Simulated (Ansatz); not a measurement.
CsSnBr3, cubic perovskite, relaxed with r2SCAN. Around Cs lie 12 Br at 4.13 Å; around Sn lie 6 Br at 2.92 Å; around Br lie 2 Sn at 2.92 Å and 4 Cs at 4.13 Å.

Space group Pm-3m (No. 221). a = 5.841 Å, b = 5.841 Å, c = 5.841 Å, α = 90.00°, β = 90.00°, γ = 90.00°
```
atom  site  symmetry       x       y       z
  Cs    1a      m-3m  0.0000  0.0000  0.0000
  Sn    1b      m-3m  0.5000  0.5000  0.5000
  Br    3c    4/mm.m  0.5000  0.5000  0.0000
```

3 runs of the PAW code Ansatz on this cell differ in the functional (and in the settings that go with it). Levels are in eV from each run's valence top; v1 is the last filled band, c1 the first empty one.

Run A, mean stress +0.3 GPa (compression positive):
```
point     v2     v1    c1    c2
    Γ  -3.46  -3.46  2.79  3.84
    X  -3.59  -2.28  1.97  4.27
    M  -3.10  -1.11  1.49  1.49
    R  -3.08   0.00  0.94  0.94
```

Run B, mean stress +0.5 GPa (compression positive):
```
point     v2     v1    c1    c2
    Γ  -3.27  -3.27  2.93  3.99
    X  -3.40  -2.20  2.12  4.40
    M  -2.91  -1.07  1.64  1.64
    R  -2.90   0.00  1.09  1.09
```

Run C, mean stress 0.0 GPa (compression positive):
```
point     v2     v1    c1    c2
    Γ  -3.17  -3.17  2.59  3.51
    X  -3.29  -2.14  1.65  4.01
    M  -2.81  -1.04  1.20  1.20
    R  -2.80   0.00  0.68  0.68
```

Q: Match the runs to r2SCAN, HSE06, DDH-PBE0.

A: A is HSE06, B is DDH-PBE0, C is r2SCAN. In order of the gap: r2SCAN 0.68, HSE06 0.94, DDH-PBE0 1.09 eV. The stress vanishes for r2SCAN, which relaxed the cell.

Values at 0 K without nuclear motion; spin polarisation is off, and the phase may be a hypothetical one.

No spin-orbit coupling is included; it can move band edges with weight on the heavy atoms by tenths of an eV.

The stress of a hybrid is loosely converged in these runs.

The meshes of the hybrids are coarse, so their gaps aren't converged to the digits shown.
